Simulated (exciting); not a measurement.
# YN (Fm-3m) in exciting: reference runs

Aim: a first look at YN with PBE, on the cell as given.

All numbers are computed with exciting (release sodium); they aren't measurements. Logs are shortened: lines on timing, memory, paths and dates and some standing lists are left out, and cuts for length are marked.

**1. Starting point**

It takes space group Fm-3m (No. 225, cubic). The conventional cell has a = 4.877 Å, b = 4.877 Å, c = 4.877 Å, α = 90.00°, β = 90.00°, γ = 90.00°. Y (site symmetry m-3m) has 6 N at 2.44 Å as nearest neighbours. Around N (site symmetry m-3m) lie 6 Y at 2.44 Å.

**2. Single point, PBE**

The input, input.xml:

```xml
<input>
  <title>YN</title>
  <structure speciespath="./" tshift="false">
    <crystal scale="1">
      <basevect>0.000000000000 4.608097154900 4.608097154900</basevect>
      <basevect>4.608097154900 0.000000000000 4.608097154900</basevect>
      <basevect>4.608097154900 4.608097154900 0.000000000000</basevect>
    </crystal>
    <species speciesfile="Y.xml" rmt="2.3">
      <atom coord="0.000000000000 0.000000000000 0.000000000000"/>
    </species>
    <species speciesfile="N.xml" rmt="1.45">
      <atom coord="0.500000000000 0.500000000000 0.500000000000"/>
    </species>
  </structure>
  <groundstate do="fromscratch" ngridk="9 9 9" rgkmax="7.5" gmaxvr="14" lmaxapw="10" lmaxmat="10" lmaxvr="8" xctype="GGA_PBE" stype="Fermi Dirac" swidth="0.00183747" nempty="14" ValenceRelativity="iora*" epsengy="1e-05" epspot="1e-05" maxscl="60" tforce="true" outputlevel="normal"/>
</input>
```

Potentials or basis: all-electron LAPW+lo, shipped species files, valence relativity iora*.

Run with:

```console
$ OMP_NUM_THREADS=1 exciting_smp
```

INFO.OUT:

```text
================================================================================
EXCITING SODIUM started
[... 10 lines left out ...]

 Lattice vectors (cartesian) :
      0.0000000000      4.6080971549      4.6080971549
      4.6080971549      0.0000000000      4.6080971549
      4.6080971549      4.6080971549      0.0000000000

 Reciprocal lattice vectors (cartesian) :
     -0.6817548650      0.6817548650      0.6817548650
      0.6817548650     -0.6817548650      0.6817548650
      0.6817548650      0.6817548650     -0.6817548650

 Unit cell volume                           :     195.7018254120
 Brillouin zone volume                      :       1.2674905455

 Species :    1 (Y)
     parameters loaded from                 :    Y.xml
     name                                   :    yttrium
     nuclear charge                         :     -39.00000000
     electronic charge                      :      39.00000000
     atomic mass                            :  162065.45020000
     muffin-tin radius                      :       2.30000000
     # of radial points in muffin-tin       :     400

     atomic positions (lattice) :
       1 :   0.00000000  0.00000000  0.00000000

 Species :    2 (N)
     parameters loaded from                 :    N.xml
     name                                   :    nitrogen
     nuclear charge                         :      -7.00000000
     electronic charge                      :       7.00000000
     atomic mass                            :   25532.72506000
     muffin-tin radius                      :       1.45000000
     # of radial points in muffin-tin       :     250

     atomic positions (lattice) :
       1 :   0.50000000  0.50000000  0.50000000

 Total number of atoms per unit cell        :       2

 Spin treatment                             :    spin-unpolarised

 Number of Bravais lattice symmetries       :      48
 Number of crystal symmetries               :      48

 k-point grid                               :       9    9    9
 Total number of k-points                   :      35
 k-point set is reduced with crystal symmetries

 R^MT_min * |G+k|_max (rgkmax)              :       7.50000000
 Species with R^MT_min                      :       2 (N)
 Maximum |G+k| for APW functions            :       5.17241379
 Maximum |G| for potential and density      :      14.00000000

 G-vector grid sizes                        :      30    30    30
 Total number of G-vectors                  :    9185

 Maximum angular momentum used for
     APW functions                          :      10
     computing H and O matrix elements      :      10
     potential and density                  :       8
     inner part of muffin-tin               :       2

 Total nuclear charge                       :     -46.00000000
 Total electronic charge                    :      46.00000000
 Total core charge                          :      30.00000000
 Total valence charge                       :      16.00000000

 Number of empty states                     :      14
 Total number of valence states             :      23

 Maximum Hamiltonian size                   :     486
 Maximum number of plane-waves              :     469
 Total number of local-orbitals             :      17

 Exchange-correlation type                  :      20
[... 23 lines left out ...]
+ SCF iteration number :    1                                                  +
++++++++++++++++++++++++++++++++++++++++++++++++++++++++++++++++++++++++++++++++
 Total energy                               :     -3438.82273550
 _______________________________________________________________
 Fermi energy                               :         0.27778047
 Kinetic energy                             :      3549.90762526
 Coulomb energy                             :     -6871.77845232
 Exchange energy                            :      -114.74988672
 Correlation energy                         :        -2.20202172

 DOS at Fermi energy (states/Ha/cell)       :         0.00000000

 Electron charges :
     core                                   :        30.00000000
     core leakage                           :         0.00007402
     valence                                :        16.00000000
     interstitial                           :         3.88520905
     charge in muffin-tin spheres :
                  atom     1     Y          :        35.94866470
                  atom     2     N          :         6.16612625
     total charge in muffin-tins            :        42.11479095
     total charge                           :        46.00000000

 Estimated fundamental gap                  :         0.11789370
        valence-band maximum at    1      0.0000  0.0000  0.0000
     conduction-band minimum at   24      0.4444  0.4444  0.0000

++++++++++++++++++++++++++++++++++++++++++++++++++++++++++++++++++++++++++++++++
+ SCF iteration number :    2                                                  +
++++++++++++++++++++++++++++++++++++++++++++++++++++++++++++++++++++++++++++++++
 Total energy                               :     -3441.63783399
 _______________________________________________________________
 Fermi energy                               :         0.32269910
 Kinetic energy                             :      3546.97773841
 Coulomb energy                             :     -6871.90126145
 Exchange energy                            :      -114.49795492
 Correlation energy                         :        -2.21635603

 DOS at Fermi energy (states/Ha/cell)       :         0.03057303

 Electron charges :
     core                                   :        30.00000000
     core leakage                           :         0.00007261
     valence                                :        16.00000000
     interstitial                           :         4.26382499
     charge in muffin-tin spheres :
                  atom     1     Y          :        36.24581640
                  atom     2     N          :         5.49035861
     total charge in muffin-tins            :        41.73617501
     total charge                           :        46.00000000
[... 46 lines left out ...]
 DOS at Fermi energy (states/Ha/cell)       :         0.00000003

 Electron charges :
     core                                   :        30.00000000
     core leakage                           :         0.00007434
     valence                                :        16.00000000
     interstitial                           :         4.03844919
     charge in muffin-tin spheres :
                  atom     1     Y          :        36.06595046
                  atom     2     N          :         5.89560035
     total charge in muffin-tins            :        41.96155081
     total charge                           :        46.00000000

 Estimated fundamental gap                  :         0.07397522
        valence-band maximum at    1      0.0000  0.0000  0.0000
     conduction-band minimum at   24      0.4444  0.4444  0.0000

 RMS change in effective potential (target) :   1.53860      ( 0.100000E-04)
 Absolute change in total energy   (target) :   4.08715      ( 0.100000E-04)
 Charge distance                   (target) :  0.240530E-01  ( 0.100000E-04)
 Abs. change in max-nonIBS-force   (target) :   0.00000      ( 0.500000E-04)

++++++++++++++++++++++++++++++++++++++++++++++++++++++++++++++++++++++++++++++++
+ SCF iteration number :    5                                                  +
++++++++++++++++++++++++++++++++++++++++++++++++++++++++++++++++++++++++++++++++
 Total energy                               :     -3443.21239624
 _______________________________________________________________
 Fermi energy                               :         0.36687818
 Kinetic energy                             :      3545.09655337
 Coulomb energy                             :     -6871.72199580
 Exchange energy                            :      -114.35853253
 Correlation energy                         :        -2.22842128

 DOS at Fermi energy (states/Ha/cell)       :         7.39781056
[... 320 lines left out ...]
 Electron charges :
     core                                   :        30.00000000
     core leakage                           :         0.00007299
     valence                                :        16.00000000
     interstitial                           :         4.29968410
     charge in muffin-tin spheres :
                  atom     1     Y          :        36.29975756
                  atom     2     N          :         5.40055833
     total charge in muffin-tins            :        41.70031590
     total charge                           :        46.00000000

 RMS change in effective potential (target) :  0.245647E-06  ( 0.100000E-04)
 Absolute change in total energy   (target) :  0.347703E-05  ( 0.100000E-04)
 Charge distance                   (target) :  0.353168E-08  ( 0.100000E-04)
 Abs. change in max-nonIBS-force   (target) :   0.00000      ( 0.500000E-04)

++++++++++++++++++++++++++++++++++++++++++++++++++++++++++++++++++++++++++++++++
| Convergency criteria checked for the last 2 iterations                       +
| Convergence targets achieved. Performing final SCF iteration                 +
++++++++++++++++++++++++++++++++++++++++++++++++++++++++++++++++++++++++++++++++
 Total energy                               :     -3440.60168685
 _______________________________________________________________
 Fermi energy                               :         0.34751490
 Kinetic energy                             :      3547.49681783
 Coulomb energy                             :     -6871.42317435
 Exchange energy                            :      -114.45684822
 Correlation energy                         :        -2.21848210

 DOS at Fermi energy (states/Ha/cell)       :         0.97768100

 Electron charges :
     core                                   :        30.00000000
     core leakage                           :         0.00007299
     valence                                :        16.00000000
     interstitial                           :         4.29968406
     charge in muffin-tin spheres :
                  atom     1     Y          :        36.29975746
                  atom     2     N          :         5.40055848
     total charge in muffin-tins            :        41.70031594
     total charge                           :        46.00000000

++++++++++++++++++++++++++++++++++++++++++++++++++++++++++++++++++++++++++++++++
+ Self-consistent loop stopped                                                 +
++++++++++++++++++++++++++++++++++++++++++++++++++++++++++++++++++++++++++++++++
 STATE.OUT is written

--------------------------------------------------------------------------------
- Writing atomic positions and forces                                          -
--------------------------------------------------------------------------------

 Atomic positions (lattice) :
 atom     1   Y  :     0.00000000    0.00000000    0.00000000
 atom     2   N  :     0.50000000    0.50000000    0.50000000

 Total atomic forces including IBS (cartesian) :
 atom     1   Y  :     0.00000000   -0.00000000    0.00000000
 atom     2   N  :    -0.00000000    0.00000000    0.00000000

 Atomic force components including IBS (cartesian) :
 atom     1   Y  :    -0.00000000    0.00000000    0.00000000   HF force
                 :    -0.00000000    0.00000000    0.00000000   core correction
                 :    -0.00000000    0.00000000    0.00000000   IBS correction
 atom     2   N  :     0.00000000   -0.00000000   -0.00000000   HF force
                 :     0.00000000   -0.00000000   -0.00000000   core correction
                 :     0.00000000   -0.00000000   -0.00000000   IBS correction

********************************************************************************
[... 7 lines left out ...]
| EXCITING SODIUM stopped                                                      =
================================================================================
```

Run time: 92 s. Hardware: 1 thread of Intel Xeon Gold 6455B (Sapphire Rapids), shared host; peak memory 0.14 GiB.

What came out:

```
Free energy                                       : -93623.5418 eV
Band gap on the k mesh                            : 0.24 eV, indirect (least direct gap 0.64 eV)
All electrons inside the program's atomic spheres : Y 36.30; N 5.40 (radii Y 2.3, N 1.45 bohr)
```

Caveat: an odd mesh through Γ misses points on the zone boundary, where band edges often lie.
